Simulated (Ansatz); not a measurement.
**The perfect armchair graphene nanoribbon (N = 12, H edges)**

Wanted: the relaxed geometry and the bands of the armchair graphene nanoribbon (N = 12, H edges).

Main program and level: Ansatz 0.2.0; DFT PBE, plane waves, PAW; relaxation of a wire's period, in the first sound run; inputs show where later runs differ.

## (1) The starting structure

The cell holds 28 atoms: 24 C and 4 H. Its edges and angles: a = 22.381 Å, b = 7.000 Å, c = 4.260 Å, α = 90.0°, β = 90.0°, γ = 90.0°. Vacuum lies along a and b. The structure's axis is c.

## (2) The relaxed wire

Band widths follow the bond lengths, so the wire is relaxed first. The atoms and the third cell vector are free; the box across stays fixed as vacuum. A Fermi-Dirac smearing is set since the result may be a metal. The pressure printed is a third of the stress's trace over the whole box, vacuum included; only the stress along the axis is relaxed.

Input file input.yaml:

```yaml
crystal:
  lattice:
    - [22.381, 0.0, 0.0]
    - [0.0, 7.0, 0.0]
    - [0.0, 0.0, 4.26]
  atoms:
    - { symbol: C, position: [0.197785943, 0.5, 0.0] }
    - { symbol: C, position: [0.307678805, 0.5, 0.0] }
    - { symbol: C, position: [0.417571667, 0.5, 0.0] }
    - { symbol: C, position: [0.527464529, 0.5, 0.0] }
    - { symbol: C, position: [0.637357391, 0.5, 0.0] }
    - { symbol: C, position: [0.747250253, 0.5, 0.0] }
    - { symbol: C, position: [0.197785943, 0.5, 0.333333333] }
    - { symbol: C, position: [0.307678805, 0.5, 0.333333333] }
    - { symbol: C, position: [0.417571667, 0.5, 0.333333333] }
    - { symbol: C, position: [0.527464529, 0.5, 0.333333333] }
    - { symbol: C, position: [0.637357391, 0.5, 0.333333333] }
    - { symbol: C, position: [0.747250253, 0.5, 0.333333333] }
    - { symbol: H, position: [0.843599981, 0.5, 0.374413146] }
    - { symbol: H, position: [0.156382646, 0.5, 0.458920188] }
    - { symbol: C, position: [0.252732374, 0.5, 0.5] }
    - { symbol: C, position: [0.362625236, 0.5, 0.5] }
    - { symbol: C, position: [0.472518098, 0.5, 0.5] }
    - { symbol: C, position: [0.58241096, 0.5, 0.5] }
    - { symbol: C, position: [0.692303822, 0.5, 0.5] }
    - { symbol: C, position: [0.802196684, 0.5, 0.5] }
    - { symbol: C, position: [0.252732374, 0.5, 0.833333333] }
    - { symbol: C, position: [0.362625236, 0.5, 0.833333333] }
    - { symbol: C, position: [0.472518098, 0.5, 0.833333333] }
    - { symbol: C, position: [0.58241096, 0.5, 0.833333333] }
    - { symbol: C, position: [0.692303822, 0.5, 0.833333333] }
    - { symbol: C, position: [0.802196684, 0.5, 0.833333333] }
    - { symbol: H, position: [0.156382646, 0.5, 0.874413146] }
    - { symbol: H, position: [0.843599981, 0.5, 0.958920188] }
kpoints:
  mp_grid: { grid: [1, 1, 19] }
scf:
  occupations: { method: fermi_dirac, width: 0.05 }
hamiltonian:
  xc: pbe
relax:
  cell: { fix: [a, b, alpha, beta, gamma] }
  max_steps: 60
```

Command:

```console
> ansatz run input.yaml --threads 8 --pin off --max-ram 16384MiB --backend cpu --events-out ev --progress --plain --runs-dir out
```

Numbers of over 12 decimals in the logs are rounded to 6 here.

The log of the run:

```text
Engine: ansatz 0.2.0, aarch64-unknown-linux-gnu
Pseudopotentials: kind: paw
Pseudopotential: C, paw, valence charge 4, recommended cutoff 420 eV (normal), C.paw.azcp
Pseudopotential: H, paw, valence charge 1, recommended cutoff 420 eV (normal), H.paw.azcp
Functional definition: PBE
  parameter kappa = 0.804
  parameter beta = 0.066725
  exchange = pbe_x(kappa = kappa, mu = beta*pi^2/3)
  correlation = pbe_c(beta = beta)
Crystal: 28 atoms, lattice volume = 667.401 Å³
Basis set: ecut = 420 eV, 13059 PW (Γ), exchange–correlation on 300×96×60 points (8 copies of the dense FFT grid, shifted against one another)
Bands: 78, of which v1, the nominal top of the filled ones, is band 50 counted from 1 (49 counted from 0)
Symmetry: 8 space group operations
Space group: Pmma (ITA 51), of the structure as read, at distance tolerance 8.7e-5 Å
k-points: 10 of 19
Non-local potential: C, projectors of the file, l = 0: 2, l = 1: 2, l = 2: 1
Non-local potential: H, projectors of the file, l = 0: 2, l = 1: 1
PAW form: soft (Blöchl's): semilocal exchange-correlation on the pseudo side does not see the compensation charge
PAW one-centre angular grid: C, 110 points (default); XC on 64 Gauss nodes
PAW one-centre angular grid: H, 110 points (default); XC on 64 Gauss nodes
Initial density: superposition of atomic densities (neutral atoms: chi_scale 0, normalization atom), corrected by the library's trained network
Initial wavefunctions: pseudopotential atomic-orbital guess
Functional: x = pbe(κ = 0.804, μ = 0.219515), c = pbe(β = 0.066725)
SCF iter   1: F=—  HF=-6085.622365 eV  |F-HF|=—  |Δ(HF+E_count)|=         —  Δρ=2.55e-3  dr2=1.43e-1  ethr=1.77e-3  ⟨swp⟩=10.3  Hψ=4652  notcnv=0  defer=140
preconditioner: auto → Resta (q_TF=auto, 1.988 Å⁻¹)  ε∞=2.0  [insulator: Δε(μ)=0.531 eV  Ē_g=14.386 eV  σ=0.050 eV  W_gap=0.99  n_scr=100 (ndim 8)  ℏωp=14.4 eV  f_vac=0.593  D(μ)=0.02/eV (n_scr^D=0)  ε∞_Penn≈2.0  vacuum switching on, ρ_ref=1.5e-2 e/Å³]
SCF iter   2: F=—  HF=-6085.602526 eV  |F-HF|=—  |Δ(HF+E_count)|=   1.98e-2  Δρ=2.04e-3  dr2=7.63e-2  ethr=1.43e-4  ⟨swp⟩=2.0  Hψ=1225  notcnv=0  defer=208
SCF iter   3: F=—  HF=-6085.592083 eV  |F-HF|=—  |Δ(HF+E_count)|=   1.04e-2  Δρ=1.01e-3  dr2=1.28e-2  ethr=7.63e-5  ⟨swp⟩=2.0  Hψ=884  notcnv=0  defer=208
SCF iter   4: F=—  HF=-6085.590948 eV  |F-HF|=—  |Δ(HF+E_count)|=   1.13e-3  Δρ=4.41e-4  dr2=1.98e-3  ethr=1.28e-5  ⟨swp⟩=2.1  Hψ=1051  notcnv=0  defer=209
SCF iter   5: F=—  HF=-6085.591787 eV  |F-HF|=—  |Δ(HF+E_count)|=   8.39e-4  Δρ=1.41e-4  dr2=9.90e-5  ethr=1.98e-6  ⟨swp⟩=2.3  Hψ=980  notcnv=0  defer=209
SCF iter   6: F=—  HF=-6085.592082 eV  |F-HF|=—  |Δ(HF+E_count)|=   2.95e-4  Δρ=4.97e-5  dr2=1.38e-5  ethr=9.90e-8  ⟨swp⟩=2.1  Hψ=1199  notcnv=0  defer=209
SCF iter   7: F=—  HF=-6085.592092 eV  |F-HF|=—  |Δ(HF+E_count)|=   1.02e-5  Δρ=1.30e-5  dr2=1.34e-6  ethr=1.38e-8  ⟨swp⟩=2.1  Hψ=949  notcnv=0  defer=209
SCF iter   8: F=-6085.592092 eV  HF=-6085.592092 eV  |F-HF|=3.51e-7  |Δ(HF+E_count)|=   1.83e-7  Δρ=4.05e-6  dr2=6.69e-8  ethr=1.00e-10  ⟨swp⟩=3.4  Hψ=2751  notcnv=0
SCF 1 converged in 8 iterations: F = -6085.592092 eV  dr2 = 6.69e-8
  greatest PAW one-centre occupation: 0.674 electrons in one spin orbital (limit 2), on the C atom at site 18 (counted from 0), in its partial waves of l = 0
relax step   1: F+E_penalty+E_count = -6085.59209222 eV  Δ(F+E_penalty+E_count) = +0.000e0 eV  max|allowed force component| = 2.321e0 eV/Å  Δτ_max = 0.0000 Å  P = +0.662 GPa  Ω = 667.401 Å³  fix = [a, b, alpha, beta, gamma]  reactions: a +0.599, b +0.112 GPa  (8 SCF iters, dr2 threshold 1.00e-7 eV, accepted)
Crystal: 28 atoms, lattice volume = 671.253 Å³
Basis set: ecut = 420 eV, 13131 PW (Γ), exchange–correlation on 300×96×60 points (8 copies of the dense FFT grid, shifted against one another)
Initial density: handed on by an earlier stage of this run
Initial wavefunctions: those handed on with the density
iter 1 solved again at ethr=8.13e-5 eV; its pass at ethr=3.10e-3 eV (dr2=8.13e-2 eV) is discarded
SCF iter   1: F=—  HF=-6085.812966 eV  |F-HF|=—  |Δ(HF+E_count)|=         —  Δρ=3.96e-3  dr2=8.36e-2  ethr=8.13e-5  ⟨swp⟩=5.4  Hψ=3345  notcnv=0  defer=1
preconditioner: auto → Resta (q_TF=auto, 1.986 Å⁻¹)  ε∞=2.0  [insulator: Δε(μ)=0.576 eV  Ē_g=14.070 eV  σ=0.050 eV  W_gap=0.99  n_scr=100 (ndim 8)  ℏωp=14.3 eV  f_vac=0.597  D(μ)=0.01/eV (n_scr^D=0)  ε∞_Penn≈2.0  vacuum switching on, ρ_ref=1.4e-2 e/Å³]
SCF iter   2: F=—  HF=-6085.794429 eV  |F-HF|=—  |Δ(HF+E_count)|=   1.85e-2  Δρ=1.67e-3  dr2=1.88e-2  ethr=8.13e-5  ⟨swp⟩=3.6  Hψ=1449  notcnv=0  defer=11
SCF iter   3: F=—  HF=-6085.793604 eV  |F-HF|=—  |Δ(HF+E_count)|=   8.25e-4  Δρ=8.59e-4  dr2=1.27e-2  ethr=1.88e-5  ⟨swp⟩=2.8  Hψ=1275  notcnv=0  defer=19
SCF iter   4: F=—  HF=-6085.791833 eV  |F-HF|=—  |Δ(HF+E_count)|=   1.77e-3  Δρ=3.31e-4  dr2=6.97e-4  ethr=1.27e-5  ⟨swp⟩=2.0  Hψ=863  notcnv=0  defer=20
SCF iter   5: F=—  HF=-6085.791992 eV  |F-HF|=—  |Δ(HF+E_count)|=   1.59e-4  Δρ=1.15e-4  dr2=5.66e-5  ethr=6.97e-7  ⟨swp⟩=2.0  Hψ=1008  notcnv=0  defer=23
SCF iter   6: F=—  HF=-6085.792005 eV  |F-HF|=—  |Δ(HF+E_count)|=   1.32e-5  Δρ=3.22e-5  dr2=6.73e-6  ethr=5.66e-8  ⟨swp⟩=2.0  Hψ=943  notcnv=0  defer=23
SCF iter   7: F=-6085.792006 eV  HF=-6085.792006 eV  |F-HF|=1.17e-7  |Δ(HF+E_count)|=   1.28e-6  Δρ=1.01e-5  dr2=7.38e-7  ethr=2.80e-9  ⟨swp⟩=4.6  Hψ=2363  notcnv=0
SCF 2 converged in 7 iterations: F = -6085.792006 eV  dr2 = 7.38e-7
  greatest PAW one-centre occupation: 0.676 electrons in one spin orbital (limit 2), on the C atom at site 25 (counted from 0), in its partial waves of l = 0
relax step   2: F+E_penalty+E_count = -6085.79200632 eV  Δ(F+E_penalty+E_count) = -1.999e-1 eV  max|allowed force component| = 6.879e-1 eV/Å  Δτ_max = 0.0439 Å  P = +0.205 GPa  Ω = 671.253 Å³  energy of the carried Pulay correction = -4.460e-3 eV  fix = [a, b, alpha, beta, gamma]  reactions: a +0.326, b +0.104 GPa  (7 SCF iters, dr2 threshold 2.80e-6 eV, accepted)
Crystal: 28 atoms, lattice volume = 672.005 Å³
Basis set: ecut = 420 eV, 13159 PW (Γ), exchange–correlation on 300×96×60 points (8 copies of the dense FFT grid, shifted against one another)
iter 1 solved again at ethr=1.27e-5 eV; its pass at ethr=3.10e-3 eV (dr2=1.27e-2 eV) is discarded
SCF iter   1: F=—  HF=-6085.812675 eV  |F-HF|=—  |Δ(HF+E_count)|=         —  Δρ=1.63e-3  dr2=1.29e-2  ethr=1.27e-5  ⟨swp⟩=3.2  Hψ=3027  notcnv=0  defer=1
[...]
relax step   4: F+E_penalty+E_count = -6085.80958305 eV  Δ(F+E_penalty+E_count) = -1.450e-4 eV  max|allowed force component| = 1.814e-2 eV/Å  Δτ_max = 0.0019 Å  P = +0.031 GPa  Ω = 672.139 Å³  energy of the carried Pulay correction = -5.483e-3 eV  fix = [a, b, alpha, beta, gamma]  reactions: a -0.008, b +0.103 GPa  (5 SCF iters, dr2 threshold 2.86e-7 eV, accepted)
[...]
relax step   5: F+E_penalty+E_count = -6085.80962739 eV  Δ(F+E_penalty+E_count) = -4.434e-5 eV  max|allowed force component| = 3.637e-3 eV/Å  Δτ_max = 0.0009 Å  P = +0.037 GPa  Ω = 672.120 Å³  energy of the carried Pulay correction = -5.461e-3 eV  fix = [a, b, alpha, beta, gamma]  reactions: a +0.008, b +0.102 GPa  (5 SCF iters, dr2 threshold 2.06e-8 eV, accepted)
Initial wavefunctions: pseudopotential atomic-orbital guess (no wavefunctions were taken with the density)
iter 1 solved again at ethr=4.24e-7 eV; its pass at ethr=3.10e-3 eV (dr2=4.24e-4 eV) is discarded
SCF iter   1: F=—  HF=-6085.814548 eV  |F-HF|=—  |Δ(HF+E_count)|=         —  Δρ=4.15e-5  dr2=9.70e-7  ethr=4.24e-7  ⟨swp⟩=14.7  Hψ=9739  notcnv=0  defer=11
preconditioner: auto → Resta (q_TF=auto, 1.986 Å⁻¹)  ε∞=2.0  [insulator: Δε(μ)=0.607 eV  Ē_g=14.080 eV  σ=0.050 eV  W_gap=1.00  n_scr=100 (ndim 8)  ℏωp=14.3 eV  f_vac=0.596  D(μ)=0.01/eV (n_scr^D=0)  ε∞_Penn≈2.0  vacuum switching on, ρ_ref=1.4e-2 e/Å³]
SCF iter   2: F=—  HF=-6085.815143 eV  |F-HF|=—  |Δ(HF+E_count)|=   5.95e-4  Δρ=2.10e-5  dr2=2.39e-7  ethr=9.70e-10  ⟨swp⟩=3.3  Hψ=1631  notcnv=0  defer=8
SCF iter   3: F=—  HF=-6085.815375 eV  |F-HF|=—  |Δ(HF+E_count)|=   2.32e-4  Δρ=2.57e-6  dr2=2.84e-8  ethr=2.39e-10  ⟨swp⟩=2.5  Hψ=1168  notcnv=0  defer=9
SCF iter   4: F=—  HF=-6085.815379 eV  |F-HF|=—  |Δ(HF+E_count)|=   3.72e-6  Δρ=6.69e-7  dr2=9.75e-9  ethr=2.84e-11  ⟨swp⟩=2.0  Hψ=969  notcnv=0  defer=9
SCF iter   5: F=—  HF=-6085.815379 eV  |F-HF|=—  |Δ(HF+E_count)|=  1.03e-10  Δρ=4.61e-7  dr2=1.25e-9  ethr=9.75e-12  ⟨swp⟩=2.0  Hψ=800  notcnv=0  defer=9
SCF iter   6: F=-6085.815379 eV  HF=-6085.815379 eV  |F-HF|=2.06e-9  |Δ(HF+E_count)|=  1.90e-10  Δρ=1.23e-7  dr2=1.29e-10  ethr=1.00e-12  ⟨swp⟩=5.0  Hψ=2589  notcnv=0
SCF 6 converged in 6 iterations: F = -6085.815379 eV  dr2 = 1.29e-10
relax step   6: F+E_penalty+E_count = -6085.81537890 eV  Δ(F+E_penalty+E_count) = -5.752e-3 eV  max|allowed force component| = 3.652e-3 eV/Å  Δτ_max = 0.0000 Å  P = +0.048 GPa  Ω = 672.120 Å³  fix = [a, b, alpha, beta, gamma]  reactions: a +0.005, b +0.126 GPa  stress off target by 1.27e-2 GPa on what of the cell is left free  SCF on the basis re-selected at this cell (its energy is not comparable with the rows above)  (6 SCF iters)
basis re-selected at this cell: Δ(F+E_penalty+E_count) = -5.752e-3 eV, ΔP = +0.011 GPa vs the last step (what re-selecting the basis moved, of the pressure what is left beyond the Pulay correction that the steps carried, after the strain that the cell walked since its last selection, with what the two solves' SCF thresholds leave and, on support functions, any second-order correction that the steps lacked; it is no m [...]
SCF converged after 6 iterations
Free energy (F): -6085.815379 eV
Harris-Foulkes:  -6085.815379 eV  (|F-HF|=2.06e-9)
Internal energy: -6085.815203 eV  (E = F + TS)
E sigma→0 (E₀):  -6085.815291 eV
Entropy (-TS):   -0.000176 eV (-0.006 meV/atom)
Fermi energy:    -0.369547 eV
--- Per-component energies (eV) ---
  E_band       = -933.641769
  E_kinetic    = 2231.983271
  E_local      = -21765.315261  (includes V_loc(G=0)·N_el)
  E_nonlocal   = 662.111022
  E_hartree    = 9786.547115
  E_xc         = -1185.945479
  E_vxc        = -1469.636256  (∫ρ·V_xc dr)
  E_paw        = -2386.357592  (= ΣΔE_a)
  E_vpaw       = -165.873607  (= ΣTr[D̂ρ^β])
  E_aug_tail   = -0.005392  (compensation charges beyond the density's cutoff)
  E_ewald      = 6571.167113
  E_smearing   = -0.000176  (= −TS)
  E_closure    = -0.000000  (closes the sum)
  Σ components = -6085.815379   (vs F -6085.815379, Δ=0.00e0)
--- Forces (eV/Å), atoms counted from 1 ---
  atom   1  C      0.00110816     0.00000000    -0.00365208
  atom   2  C     -0.00125464     0.00000000    -0.00081645
  atom   3  C      0.00013441     0.00000000     0.00008326
  atom   4  C      0.00004554    -0.00000000    -0.00011696
  atom   5  C     -0.00042110     0.00000000    -0.00084712
  atom   6  C     -0.00283907     0.00000000     0.00093074
  atom   7  C      0.00110816    -0.00000000     0.00365208
  atom   8  C     -0.00125464     0.00000000     0.00081645
  atom   9  C      0.00013441     0.00000000    -0.00008326
  atom  10  C      0.00004554    -0.00000000     0.00011696
  atom  11  C     -0.00042110     0.00000000     0.00084712
  atom  12  C     -0.00283907     0.00000000    -0.00093074
  atom  13  H      0.00327365     0.00000000     0.00007129
  atom  14  H     -0.00327365     0.00000000    -0.00007129
  atom  15  C      0.00283907     0.00000000     0.00093074
  atom  16  C      0.00042110     0.00000000    -0.00084712
  atom  17  C     -0.00004554     0.00000000    -0.00011696
  atom  18  C     -0.00013441     0.00000000     0.00008326
  atom  19  C      0.00125464     0.00000000    -0.00081645
  atom  20  C     -0.00110816     0.00000000    -0.00365208
  atom  21  C      0.00283907     0.00000000    -0.00093074
  atom  22  C      0.00042110     0.00000000     0.00084712
  atom  23  C     -0.00004554    -0.00000000     0.00011696
  atom  24  C     -0.00013441     0.00000000    -0.00008326
  atom  25  C      0.00125464     0.00000000     0.00081645
  atom  26  C     -0.00110816     0.00000000     0.00365208
  atom  27  H     -0.00327365     0.00000000     0.00007129
  atom  28  H      0.00327365     0.00000000    -0.00007129
  max |Σ_I F_I| component: 8.67e-19 eV/Å
--- Stress (GPa, compression-positive) ---
        0.005346       0.000000       0.000000
        0.000000       0.126198       0.000000
        0.000000       0.000000       0.012664
  P = ⅓ Tr σ = 0.0481 GPa (0.481 kbar)
--- Relaxed structure (5 steps of the walk, 5 accepted, 1 SCFs on fresh bases) ---
  F+E_penalty+E_count = -6085.81537890 eV   max|allowed force component| = 3.652e-3 eV/Å   (the final SCF, on the basis selected at the relaxed cell)
  cell:  # Å, volume = 672.1200 Å³
    - [22.381, 0.0, 0.0]
    - [0.0, 7.0, 0.0]
    - [0.0, 0.0, 4.290118]
  atoms:
    - { symbol: C, position: [0.198435, 0.5, 0.00681997] }
    - { symbol: C, position: [0.307159, 0.5, -3.4889731941979856e-5] }
    - { symbol: C, position: [0.417438, 0.5, -0.00049657] }
    - { symbol: C, position: [0.527606, 0.5, 0.000246109] }
    - { symbol: C, position: [0.637501, 0.5, 0.000604815] }
    - { symbol: C, position: [0.747799, 0.5, -0.00130707] }
    - { symbol: C, position: [0.198435, 0.5, 0.326513] }
    - { symbol: C, position: [0.307159, 0.5, 0.333368] }
    - { symbol: C, position: [0.417438, 0.5, 0.333830] }
    - { symbol: C, position: [0.527606, 0.5, 0.333087] }
    - { symbol: C, position: [0.637501, 0.5, 0.332729] }
    - { symbol: C, position: [0.747799, 0.5, 0.334640] }
    - { symbol: H, position: [0.844352, 0.5, 0.386774] }
    - { symbol: H, position: [0.155648, 0.5, 0.446559] }
    - { symbol: C, position: [0.252201, 0.5, 0.498693] }
    - { symbol: C, position: [0.362499, 0.5, 0.500605] }
    - { symbol: C, position: [0.472394, 0.5, 0.500246] }
    - { symbol: C, position: [0.582562, 0.5, 0.499503] }
    - { symbol: C, position: [0.692841, 0.5, 0.499965] }
    - { symbol: C, position: [0.801565, 0.5, 0.506820] }
    - { symbol: C, position: [0.252201, 0.5, 0.834640] }
    - { symbol: C, position: [0.362499, 0.5, 0.832729] }
    - { symbol: C, position: [0.472394, 0.5, 0.833087] }
    - { symbol: C, position: [0.582562, 0.5, 0.833830] }
    - { symbol: C, position: [0.692841, 0.5, 0.833368] }
    - { symbol: C, position: [0.801565, 0.5, 0.826513] }
    - { symbol: H, position: [0.155648, 0.5, 0.886774] }
    - { symbol: H, position: [0.844352, 0.5, 0.946559] }
```

Run time: 33 s. Hardware: 8 threads of Arm Neoverse V1, shared host; peak memory 2.6 GiB; 4 min of CPU time.

Relaxation path:

```csv
step,energy less that of the first step (eV),largest force component (eV/Å),pressure (GPa),volume (Å³)
1,0.0000,2.3208,0.66,667.40
2,-0.1999,0.6879,0.20,671.25
3,-0.2173,0.0677,0.07,672.00
4,-0.2175,0.0181,0.03,672.14
5,-0.2175,0.0036,0.04,672.12
6*,-0.2233,0.0037,0.05,672.12
```

Relaxation steps marked * repeat the geometry before them on a plane-wave basis chosen anew for their cell, so energy and pressure can jump there.

The run keeps the 8 symmetry operations that it works with, so distortions that break them were not tested.

```csv
cell as run,before,after,change
c (Å),4.260,4.290,+0.7 %
```

The atoms that moved most (Å, along periodic axes as changes of fractional coordinates times the final cell, across vacuum about the mean position):

```csv
atom,dx,dy,dz,length
H28,0.017,0.000,-0.053,0.056
H14,-0.017,0.000,-0.053,0.056
H13,0.017,0.000,0.053,0.056
H27,-0.017,0.000,0.053,0.056
C1,0.014,0.000,0.029,0.033
C20,-0.014,0.000,0.029,0.033
C7,0.014,0.000,-0.029,0.033
C26,-0.014,0.000,-0.029,0.033
```

Final coordinates:

```cif
data_structure
_symmetry_space_group_name_H-M 'P 1'
_symmetry_Int_Tables_number 1
_cell_length_a 22.3810
_cell_length_b 7.0000
_cell_length_c 4.2901
_cell_angle_alpha 90.000
_cell_angle_beta 90.000
_cell_angle_gamma 90.000
_cell_volume 672.12
loop_
_atom_site_label
_atom_site_type_symbol
_atom_site_fract_x
_atom_site_fract_y
_atom_site_fract_z
_atom_site_occupancy
C1 C 0.19843 0.50000 0.00682 1
C2 C 0.30716 0.50000 0.99997 1
C3 C 0.41744 0.50000 0.99950 1
C4 C 0.52761 0.50000 0.00025 1
C5 C 0.63750 0.50000 0.00060 1
C6 C 0.74780 0.50000 0.99869 1
C7 C 0.19843 0.50000 0.32651 1
C8 C 0.30716 0.50000 0.33337 1
C9 C 0.41744 0.50000 0.33383 1
C10 C 0.52761 0.50000 0.33309 1
C11 C 0.63750 0.50000 0.33273 1
C12 C 0.74780 0.50000 0.33464 1
H13 H 0.84435 0.50000 0.38677 1
H14 H 0.15565 0.50000 0.44656 1
C15 C 0.25220 0.50000 0.49869 1
C16 C 0.36250 0.50000 0.50060 1
C17 C 0.47239 0.50000 0.50025 1
C18 C 0.58256 0.50000 0.49950 1
C19 C 0.69284 0.50000 0.49997 1
C20 C 0.80157 0.50000 0.50682 1
C21 C 0.25220 0.50000 0.83464 1
C22 C 0.36250 0.50000 0.83273 1
C23 C 0.47239 0.50000 0.83309 1
C24 C 0.58256 0.50000 0.83383 1
C25 C 0.69284 0.50000 0.83337 1
C26 C 0.80157 0.50000 0.82651 1
H27 H 0.15565 0.50000 0.88677 1
H28 H 0.84435 0.50000 0.94656 1
```

This step gave:

```yaml
energy_at_zero_smearing: -6085.8153 eV
cell_length_along_the_wire: 4.290 Å
```

The cell's length comes to 4.290 Å with spin left out.

[end of part 1 of 4]

[Logs are printed without paths, hosts, clocks, repeated set-up lines and the standing remarks that a program may print on its own settings, such as how far it seeks lower states.]

[Hosts, paths, dates, database ids (printed as entryN), source tags and the programs' standing remarks are cut or masked in the printed files.]
